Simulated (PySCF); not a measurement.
Isomers of C7H8O, one GFN2-xTB conformer each. Single-point energies are computed at PBE0/pcSseg-1 (PySCF, gas phase, no added dispersion term), electronic only.

```
                     SMILES  GFN2-xTB relative energy (kcal/mol)
C#C[C@@H]1[C@H]2CO[C@@H]1C2                                 50.8
              CC/C=C\C#CC=O                                 59.3
              C=C(C)c1ccoc1                                 11.2
                 COc1ccccc1                                  0.0
                 OCc1ccccc1                                  4.7
             C#CCC1CC(=O)C1                                 47.3
             C#CC(=O)CC1CC1                                 59.7
```

Conformers: `[CH3:1][CH2:2]/[CH:3]=[CH:4]\[C:5]#[C:6][CH:7]=[O:8]` with C1–C2–C3–C4 -118°; `[CH2:1]=[C:2]([CH3:3])[c:4]1[cH:5][cH:6][o:7][cH:8]1` with C1–C2–C4–C5 0°; `[CH3:1][O:2][c:3]1[cH:4][cH:5][cH:6][cH:7][cH:8]1` with C1–O2–C3–C4 180°; `[OH:1][CH2:2][c:3]1[cH:4][cH:5][cH:6][cH:7][cH:8]1` with H–O1–C2–C3 -53°, O1–C2–C3–C4 -88°; `[CH:1]#[C:2][CH2:3][CH:4]1[CH2:5][C:6](=[O:7])[CH2:8]1` with C2–C3–C4–C5 173°; `[CH:1]#[C:2][C:3](=[O:4])[CH2:5][CH:6]1[CH2:7][CH2:8]1` with C2–C3–C5–C6 -67°, C3–C5–C6–C7 158°.

What does PBE0/pcSseg-1 give for the same structures?

```
                     SMILES  PBE0/pcSseg-1 E (Eh)  PBE0/pcSseg-1 (kcal/mol)  GFN2-xTB (kcal/mol)  point group
                 OCc1ccccc1            -346.32699                       0.0                  4.7            –
                 COc1ccccc1            -346.32191                       3.2                  0.0           Cs
              C=C(C)c1ccoc1            -346.29264                      21.6                 11.2           Cs
             C#CCC1CC(=O)C1            -346.23604                      57.1                 47.3           C1
              CC/C=C\C#CC=O            -346.23522                      57.6                 59.3           C1
             C#CC(=O)CC1CC1            -346.22090                      66.6                 59.7           C1
C#C[C@@H]1[C@H]2CO[C@@H]1C2            -346.20823                      74.5                 50.8           C1
```

GFN2-xTB puts COc1ccccc1 lowest instead; measured from each level's own lowest isomer, the values differ by up to 23.7 kcal/mol (C#C[C@@H]1[C@H]2CO[C@@H]1C2: 50.8 against 74.5). As drawn, the lowest has an aromatic ring and an O–H bond, which the highest lacks; the highest has a four-membered ring and a C≡C bond, which the lowest lacks. Neighbours under 2.5 kcal/mol apart (C#CCC1CC(=O)C1 and CC/C=C\C#CC=O) can change places with a better method, another conformer or zero-point energy.

Which frontier levels, dipoles and rotational constants go with these structures?

```
                     SMILES  HOMO (eV, PBE0/pcSseg-1)  LUMO (eV)  dipole (D)       A, B, C (MHz)
                 OCc1ccccc1                     -7.32      -0.40        1.67    4710, 1487, 1229
                 COc1ccccc1                     -6.45      -0.13        1.41    5120, 1573, 1213
              C=C(C)c1ccoc1                     -6.40      -0.40        0.30    4784, 1568, 1190
             C#CCC1CC(=O)C1                     -7.25      -0.73        2.58   6225, 1073, 971.5
              CC/C=C\C#CC=O                     -7.44      -2.28        4.91  5059, 788.1, 706.5
             C#CC(=O)CC1CC1                     -7.64      -1.71        3.26    3322, 1530, 1124
C#C[C@@H]1[C@H]2CO[C@@H]1C2                     -7.02       1.03        1.42    5356, 1581, 1561
```
